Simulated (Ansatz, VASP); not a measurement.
As: VASP beside Ansatz

```
CELL_PARAMETERS angstrom
1.79448 1.03605 5.23164
-1.79448 1.03605 5.23164
0.00000 -2.07209 5.23164
ATOMIC_POSITIONS crystal
As 0.78981 0.78981 0.78981
As 0.21019 0.21019 0.21019
```

Alike in both runs: functional r2SCAN; k mesh 9 × 9 × 9; occupations gaussian, width 0.02 eV; no spin polarisation.

Ansatz relaxed the structure, and its values are those at the end. VASP's run is a single point on that final structure, the one shown.

|  | VASP | Ansatz |
| --- | --- | --- |
| version | VASP 6.6.1 | Ansatz 0.2.0 |
| potentials or method | VASP PAW PBE potentials, release 64 (As) | scalar-relativistic, plane waves, PAW |
| plane-wave cutoff (eV) | 520 | 500 |
| valence electrons in the cell | 10 | 30 |

```csv
,VASP,Ansatz,Ansatz less VASP
gap on the k mesh at the Fermi level (eV),0.85,0.87,+0.023
least direct gap on the mesh (eV),1.55,1.60,+0.045
pressure (GPa),-0.1,-0.2,-0.12
rms of the force components (eV/Å),0.032,0.003,-0.0285
```

The two sets of potentials don't hold the same shells in valence.

Caveats: the PAW data sets were made with another functional, which shifts forces and pressure a little (VASP); an odd mesh through Γ misses points on the zone boundary, where band edges often lie.
